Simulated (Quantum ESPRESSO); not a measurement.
A run of Quantum ESPRESSO 7.5 is set up as follows.

The input run.py:

```python
import numpy as np
from ase.calculators.espresso import Espresso, EspressoProfile
from ase import Atoms

atoms = Atoms(['Sn', 'Sn'],
              cell=[[0.0, 3.2333428, 3.2333428], [3.2333428, 0.0, 3.2333428], [3.2333428, 3.2333428, 0.0]],
              scaled_positions=[[0.75, 0.75, 0.75], [0.5, 0.5, 0.5]],
              pbc=True)

input_data = {
    'control': {'calculation': 'scf', 'prefix': 'pwscf', 'outdir': './tmp', 'tprnfor': True, 'tstress': True, 'disk_io': 'nowf'},
    'system': {'ecutwfc': 72.0, 'nbnd': 21, 'occupations': 'smearing', 'smearing': 'fd', 'degauss': 0.00367493},
    'electrons': {'conv_thr': 4e-10, 'electron_maxstep': 120, 'mixing_beta': 0.5},
}
pseudopotentials = {'Sn': 'Sn.upf'}
profile = EspressoProfile(command='pw.x', pseudo_dir='pseudo')
dft = Espresso(profile=profile, input_data=input_data, pseudopotentials=pseudopotentials, kpts=(7, 7, 7), koffset=(0, 0, 0))
from ase.calculators.mixing import SumCalculator
from dftd4.ase import DFTD4
d4 = DFTD4(method='pbesol')
atoms.calc = SumCalculator([dft, d4])

from ase.eos import EquationOfState
from ase.units import GPa
cell, v, e = atoms.cell.copy(), [], []
for x in [0.94, 0.96, 0.98, 1.0, 1.02, 1.04, 1.06]:
    atoms.set_cell(cell * x ** (1 / 3), scale_atoms=True)
    v.append(atoms.get_volume() / len(atoms))
    e.append(atoms.get_potential_energy() / len(atoms))
    print(f'V {v[-1]:.6f} A^3/atom  E {e[-1]:.8f} eV/atom')
v0, e0, b0 = EquationOfState(v, e, eos='birchmurnaghan').fit()
print(f'V0 {v0:.5f} A^3/atom  E0 {e0:.6f} eV/atom  B0 {b0 / GPa:.2f} GPa')
```

Potentials or basis: PseudoDojo 0.4.1 SR PBEsol standard.

Command:

```sh
$ OMP_NUM_THREADS=1 python run.py
```

Q: Estimate the equilibrium volume.

A: 34.38 Å³/atom.

Q: What does it give for the bulk modulus?

A: 44 GPa.

Q: What does it give for the pressure derivative of the bulk modulus?

A: 5.0.

Energy against volume, from the lowest point:
```
volume (Å³/atom)  energy (meV/atom)
          31.775              31.60
          32.451              16.59
          33.127               6.69
          33.803               1.34
          34.479               0.00
          35.155               2.27
          35.831               7.69
```

Zero-point motion and thermal expansion aren't in these numbers.
